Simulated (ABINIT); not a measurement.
A run of ABINIT 10.8.3 (patched build) is set up as follows.

The input run.abi:

```
# Datasets: ground state, then fixed potential
ndtset 2

# Pseudopotentials
pp_dirpath "./"
pseudos "In.GGA_PBE-JTH.xml, P.GGA_PBE-JTH.xml"

# Structure
acell 3*1.0 Angstrom
rprim
     0.0000000000     2.9305000000     2.9305000000
     2.9305000000     0.0000000000     2.9305000000
     2.9305000000     2.9305000000     0.0000000000
ntypat 2
znucl 49 15
natom 2
typat 1 2
xred
     0.0000000000     0.0000000000     0.0000000000
     0.7500000000     0.7500000000     0.7500000000

# Plane-wave basis
ecut 20.0
pawecutdg 40.0

# Exchange and correlation
ixc 11

# Bands and occupations
occopt 3
tsmear 0.00183747

# SCF cycle
nstep 100

# Output
iomode 3
prtwf 0
prteig 0
prtebands 0
enunit 1
prtden1 1

# Dataset 1
kptopt1 1
ngkpt1 8 8 8
nshiftk1 1
shiftk1 0.0 0.0 0.0
nband1 13
tolvrs1 1.0e-9

# Dataset 2: bands along G-X-W-K-G-L-U-W-L-K
iscf2 -2
getden2 1
nband2 17
nbdbuf2 2
tolwfr2 1.0e-12
kptopt2 -9
ndivsm2 5
prteig2 1
prtvol2 -3
kptbounds2
     0.0000000000     0.0000000000     0.0000000000
     0.5000000000     0.0000000000     0.5000000000
     0.5000000000     0.2500000000     0.7500000000
     0.3750000000     0.3750000000     0.7500000000
     0.0000000000     0.0000000000     0.0000000000
     0.5000000000     0.5000000000     0.5000000000
     0.6250000000     0.2500000000     0.6250000000
     0.5000000000     0.2500000000     0.7500000000
     0.5000000000     0.5000000000     0.5000000000
     0.3750000000     0.3750000000     0.7500000000
```

Potentials or basis: JTH PAW PBE v2.0.

The run is started by

```console
$ abinit run.abi > log 2>&1
```

Question: Predict the band gap on the k mesh.

Answer: 0.70 eV, direct.

Levels at the corners of the path, in eV from the valence-band top:
```
point  band 5  band 6  band 7  band 8  band 9  band 10  band 11  band 12  band 13  band 14
    Γ  -14.04  -11.53    0.00    0.00    0.00     0.70     4.08     4.08     4.08     8.57
    X  -14.01   -9.15   -5.76   -2.33   -2.33     1.76     2.27     9.20     9.57     9.57
    W  -14.03   -9.07   -5.61   -2.96   -2.92     4.29     4.37     5.56     6.21    10.18
    K  -14.02   -9.16   -5.62   -3.31   -1.95     2.36     4.38     7.50     7.53     8.26
    Γ  -14.04  -11.53    0.00    0.00    0.00     0.70     4.08     4.08     4.08     8.57
    L  -14.03   -9.80   -5.74   -0.98   -0.98     1.49     4.81     4.81     7.10     9.47
    U  -14.02   -9.16   -5.62   -3.31   -1.95     2.36     4.38     7.50     7.53     8.26
    W  -14.03   -9.07   -5.61   -2.96   -2.92     4.29     4.37     5.56     6.21    10.18
    L  -14.03   -9.80   -5.74   -0.98   -0.98     1.49     4.81     4.81     7.10     9.47
    K  -14.02   -9.16   -5.62   -3.31   -1.95     2.36     4.38     7.50     7.53     8.26
```

Caveat: spin-orbit coupling is left out, which moves the levels of the heavy elements.

**Experimental background.**

A printed reference work, data compilation reports, for a bulk crystal of InP at 1.6 K: band gap 1.4236 eV (direct).

Measured gap of InP: 1.4236 eV (direct; 1.6 K; a printed reference work, data compilation). This calculation gives 0.70 eV (-0.73 eV). Spin-orbit coupling on In is left out. The value is that of PBE, without temperature or zero-point motion. Semilocal functionals fall short of measured gaps as a rule.
